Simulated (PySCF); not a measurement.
Compound: C4H6O.
Bonds: C1–C2 (double), C2–C3, C3–C4, C3–O5 (double). Hydrogens: H6, H7 on C1; H8 on C2; H9, H10, H11 on C4.

Computed, not measured: PBE0-D3(BJ)/def2-SVP geometry optimisation, gas phase (PySCF 2.14.0).

**Question.** List the bond lengths, angles and torsions at this level.

**Answer.** 
| bond | length (Å) | order |
| --- | --- | --- |
| C1=C2 | 1.336 | double |
| C2–C3 | 1.487 | single |
| C3–C4 | 1.510 | single |
| C3=O5 | 1.212 | double |
| C1–H6 | 1.094 | single |
| C1–H7 | 1.093 | single |
| C2–H8 | 1.095 | single |
| C4–H9, C4–H10, C4–H11 | 1.099 | single |

Bonds in one row agree within 0.01 Å and their mean is given. Orders are formal, as drawn. A selection of angles:
| angle | degrees |
| --- | --- |
| C2–C1–H6 | 121.9 |
| C2–C1–H7 | 121.4 |
| H6–C1–H7 | 116.7 |
| C1–C2–C3 | 125.5 |
| C1–C2–H8 | 121.1 |
| C3–C2–H8 | 113.4 |
| C2–C3–C4 | 119.0 |
| C2–C3–O5 | 119.5 |
| C4–C3–O5 | 121.5 |
| C3–C4–H9 | 108.7 |
| C3–C4–H10 | 111.6 |
| H9–C4–H10 | 109.7 |
| H10–C4–H11 | 107.4 |

Torsions: C1–C2–C3–C4 0° (synperiplanar). The mirror-image conformer, all signs reversed, is as good.

The 5 heavy atoms lie in one plane (0.002 Å rms). The C–C distances run from 1.336 Å (C1=C2, drawn double) to 1.510 Å (C3–C4, drawn single), a spread of 0.174 Å. Of the pairs four or more bonds apart, C4···H6 is among the closest relative to their van der Waals radii: 2.69 Å, 93 % of the sum of Bondi's values.

Point group: near Cs, missed by 0.21 Å at most; the miss may be what the optimiser left on a soft mode. No PBE0-D3(BJ)/def2-SVP frequencies stand behind this structure, so it isn't proved a minimum. The numbers are those of one conformer.
